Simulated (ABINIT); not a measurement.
Crystal: Be2C.

```
C Be
1.0
     0.00000    2.16500    2.16500
     2.16500    0.00000    2.16500
     2.16500    2.16500    0.00000
C Be
1 2
Direct
  0.00000 0.00000 0.00000
  0.75000 0.75000 0.75000
  0.25000 0.25000 0.25000
```

Program: ABINIT 10.8.3 (patched build). Alike in all runs: task band structure; no spin polarisation; cell as given; k mesh 11 × 11 × 11; smearing fermi-dirac 0.05 eV.

**Question.** Order these runs on this cell by their pressure, lowest first.
A. level r2SCAN; potentials or basis JTH PAW PBE v2.0; cutoff (eV) 626; fine-grid cutoff 1224.51 eV
B. level LDA; potentials or basis JTH PAW LDA v2.0; cutoff (eV) 517; fine-grid cutoff 1034.03 eV
C. level PBEsol; potentials or basis PseudoDojo NC SR PBEsol v0.4.1 standard; cutoff (eV) 1197

**Answer.** B (-8.8 GPa), C (-2.0 GPa), A (-0.1 GPa).

Caveats: the PAW data sets were made with another functional, which shifts forces and pressure a little (some runs).
